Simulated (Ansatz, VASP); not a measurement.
# One calculation of LiTa2O5, two programs

INCAR

```
SYSTEM = LiTa2O5
PREC = Accurate ; ENCUT = 520
EDIFF = 1E-6 ; ISMEAR = 0
SIGMA = 0.1 ; LREAL = .FALSE.
LASPH = .TRUE. ; NELM = 100
ALGO = Normal ; ISIF = 2
LWAVE = .FALSE. ; LCHARG = .FALSE.
GGA = PE ; NBANDS = 38
```

The input KPOINTS:

```
regular mesh
0
G
  3 3 4
  0 0 0
```

POSCAR

```
LiTa2O5
1.0
    7.6630790600      0.0000000000      0.0000000000
   -3.8315395300      6.6364211400      0.0000000000
    0.0000000000      0.0000000000      4.4279018100
Li Ta O
1 2 5
Direct
    0.0000000000      0.0000000000      0.0000000000
    0.3333333300      0.6666666700      0.5000000000
    0.6666666700      0.3333333300      0.5000000000
    0.3333333300      0.6666666700      0.0000000000
    0.0000000000      0.4543264500      0.5000000000
    0.5456735500      0.5456735500      0.5000000000
    0.4543264500      0.0000000000      0.5000000000
    0.6666666700      0.3333333300      0.0000000000
```

Input for Ansatz:

```yaml
crystal:
  lattice:
    - [7.66307906, 0.0, 0.0]
    - [-3.83153953, 6.63642114, 0.0]
    - [0.0, 0.0, 4.42790181]
  atoms:
    - { symbol: Li, position: [0.0, 0.0, 0.0] }
    - { symbol: Ta, position: [0.33333333, 0.66666667, 0.5] }
    - { symbol: Ta, position: [0.66666667, 0.33333333, 0.5] }
    - { symbol: O, position: [0.33333333, 0.66666667, 0.0] }
    - { symbol: O, position: [0.0, 0.45432645, 0.5] }
    - { symbol: O, position: [0.54567355, 0.54567355, 0.5] }
    - { symbol: O, position: [0.45432645, 0.0, 0.5] }
    - { symbol: O, position: [0.66666667, 0.33333333, 0.0] }
basis:
  ecutwfc: 420
kpoints:
  mp_grid: { grid: [3, 3, 4] }
hamiltonian:
  xc: pbe
scf:
  occupations: { method: gaussian, width: 0.1 }
  lower_state_search: "off"
output:
  forces: true
  stress: true
  eigenvalues: true
```

Alike in both runs: task single point; functional PBE; k mesh 3 × 3 × 4; occupations gaussian, width 0.1 eV; no spin polarisation.

|  | VASP | Ansatz |
| --- | --- | --- |
| version | VASP 6.6.1 | Ansatz 0.2.0 |
| potentials or method | VASP PAW PBE potentials, release 64 (Li_sv, Ta_pv, O) | scalar-relativistic, plane waves, PAW |
| plane-wave cutoff (eV) | 520 | 420 |
| valence electrons in the cell | 55 | 59 |

VASP gave:

* gap on the k mesh at the Fermi level (eV): none
* rms of the force components (eV/Å): 0.368

What did Ansatz give for the same quantities?

gap on the k mesh at the Fermi level (eV): none; rms of the force components (eV/Å): 0.372.

Atom by atom the forces differ by 0.004 eV/Å (rms over components). A gap of «none» marks a metal or a gap that the smearing closes. The two sets of potentials don't hold the same shells in valence.

Caveats: an odd number of electrons without spin polarisation forces a metal; a magnetic or distorted state may lie lower. The runs have no spin-orbit coupling, so splittings on Ta are missing.
